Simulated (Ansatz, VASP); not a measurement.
CdSe: VASP beside Ansatz

INCAR

```
PREC = Accurate
ENCUT = 520
EDIFF = 1E-6
ISMEAR = -1
SIGMA = 0.03
LREAL = False
LASPH = True
NELM = 80
ALGO = Normal
ISIF = 2
LWAVE = False
LCHARG = True
GGA = CA
LELF = True
LVHAR = True
NBANDS = 16
```

File KPOINTS:

```
regular mesh
0
Gamma
  8 8 8
```

Contents of POSCAR:

```
CdSe
1.0
    0.0000000000      3.1009739106      3.0702711986
    3.1009739106      0.0000000000      3.0702711986
    3.1009739106      3.1009739106      0.0000000000
Cd Se
1 1
Direct
    0.0000000000      0.0000000000      0.0000000000
    0.2500000000      0.2500000000      0.2500000000
```

Input for Ansatz:

```yaml
crystal:
  lattice:
    - [0.0, 3.1009739106, 3.0702711986]
    - [3.1009739106, 0.0, 3.0702711986]
    - [3.1009739106, 3.1009739106, 0.0]
  atoms:
    - { symbol: Cd, position: [0.0, 0.0, 0.0] }
    - { symbol: Se, position: [0.25, 0.25, 0.25] }
kpoints:
  mp_grid: { grid: [8, 8, 8] }
  band_path:
    path:
      - [0.0, 0.0, 0.0]
      - [0.0, 0.5, 0.5]
      - [0.25, 0.75, 0.5]
      - [0.0, 0.5, 0.0]
      - [0.0, 0.0, 0.0]
      - [0.5, 0.5, 0.0]
      - [0.3775125, 0.6224875, 0.0]
      - [-0.3775125, 0.3775125, 0.0]
      - [0.0, 0.0, 0.0]
    npoints: 5
scf:
  occupations: { method: fermi_dirac, width: 0.03 }
hamiltonian:
  xc: lda
  pseudopotentials: { kind: all_electron, lapw: { basis_error: 0.001 } }
output:
  forces: true
  stress: true
  eigenvalues: true
```

Change from the starting cell: equal xx and yy strain of +1 %.

Alike in both runs: task single point; functional LDA; k mesh 8 × 8 × 8; occupations fermi-dirac, width 0.03 eV; no spin polarisation.

|  | VASP | Ansatz |
| --- | --- | --- |
| version | VASP 6.6.1 | Ansatz 0.2.0 |
| potentials or method | VASP PAW LDA potentials, release 64 (Cd, Se) | all-electron LAPW, scalar-relativistic |
| plane-wave cutoff (eV) | 520 | see its input |

Ansatz gave:

- pressure (GPa): -4.0
- largest component of the traceless stress (GPa): 0.15

Question: What did VASP give for the same quantities?

Answer: Pressure (GPa): -3.7; largest component of the traceless stress (GPa): 0.15.

Ansatz ran all-electron here, so the differences hold the error of VASP's frozen core and of both bases.
